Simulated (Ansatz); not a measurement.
Consider the following.

```
CELL_PARAMETERS angstrom
      4.53638     0.00000     0.00000
      0.00000     4.53638     0.00000
      0.00000     0.00000     3.14605
ATOMIC_POSITIONS crystal
  Ru 0.50000 0.50000 0.50000
  Ru 0.00000 0.00000 0.00000
  O  0.80561 0.80561 0.50000
  O  0.30561 0.69439 0.00000
  O  0.69439 0.30561 0.00000
  O  0.19439 0.19439 0.50000
```

No spin polarisation.

Level of theory: r2SCAN (Ansatz, a program for electronic structure, PAW, no spin-orbit coupling). k-mesh 11×11×15 (Γ-centred); smearing 0.05 eV (Fermi–Dirac).

Question: Predict the pressure, band gap and space group.

Answer: The pressure (mean of the normal stresses, compression positive) comes out as -10.0 GPa and the band gap is zero. The space group is P4_2/mnm (No. 136).

The cells carry an imposed strain or load. Stability against distortions was not tested. No Hubbard U is applied, and correlation can decide whether such a compound is a metal. All final runs are without spin polarisation. The cell was made from RuO$_{2}$ in the rutile structure (space group P4_2/mnm, No. 136) by this change: isotropic strain +1.26 %.
